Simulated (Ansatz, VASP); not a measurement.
**Two plane-wave programs on W**

```
W
1.0
    -1.59160    1.59160    1.59160
     1.59160   -1.59160    1.59160
     1.59160    1.59160   -1.59160
W
1
Cartesian
  0.0000 0.0000 0.0000
```

Alike in both runs: functional PBE; k mesh 19 × 19 × 19; occupations fermi-dirac, width 0.05 eV; no spin polarisation.

Ansatz relaxed the structure, and its values are those at the end. VASP's run is a single point on that final structure, the one shown.

|  | VASP | Ansatz |
| --- | --- | --- |
| version | VASP 6.6.1 | Ansatz 0.2.0 |
| potentials or method | VASP PAW PBE potentials, release 64 (W_sv) | PAW with Ansatz's default frozen-core files, scalar-relativistic |
| plane-wave cutoff (eV) | 520 | 420 |
| valence electrons in the cell | 14 | 14 |

Ansatz gave:

- pressure (GPa): 0.0

**Question.** What did VASP give for the same quantities?

**Answer.** Pressure (GPa): 0.5.

Spin-orbit coupling is left out, which matters for the levels of W.
